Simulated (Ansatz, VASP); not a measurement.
## One calculation of BN, two programs

```
B N
1.0
     2.50094    0.00000    0.00000
    -1.25047    2.16588    0.00000
     0.00000    0.00000    6.87215
B N
2 2
Direct
  0.33333 0.66667 0.25000
  0.66667 0.33333 0.75000
  0.33333 0.66667 0.75000
  0.66667 0.33333 0.25000
```

Alike in both runs: functional r2SCAN; k mesh 12 × 12 × 4; no spin polarisation.

Ansatz relaxed the structure, and its values are those at the end. VASP's run is a single point on that final structure, the one shown.

|  | VASP | Ansatz |
| --- | --- | --- |
| version | VASP 6.6.1 | Ansatz 0.2.0 |
| potentials or method | VASP PAW PBE potentials, release 64 (B, N) | scalar-relativistic, plane waves, PAW |
| plane-wave cutoff (eV) | 520 | 500 |
| occupations | gaussian, width 0.01 eV | fixed |
| valence electrons in the cell | 16 | 16 |

Ansatz gave:

```
gap on the k mesh at the Fermi level (eV) : 4.89
least direct gap on the mesh (eV)         : 5.31
pressure (GPa)                            : 0.0
```

Q: Estimate VASP's values.

A: gap on the k mesh at the Fermi level (eV): 4.93; least direct gap on the mesh (eV): 5.37; pressure (GPa): 0.4.

Caveats: the PAW data sets were made with another functional, which shifts forces and pressure a little (VASP). A k mesh can miss the band edges.
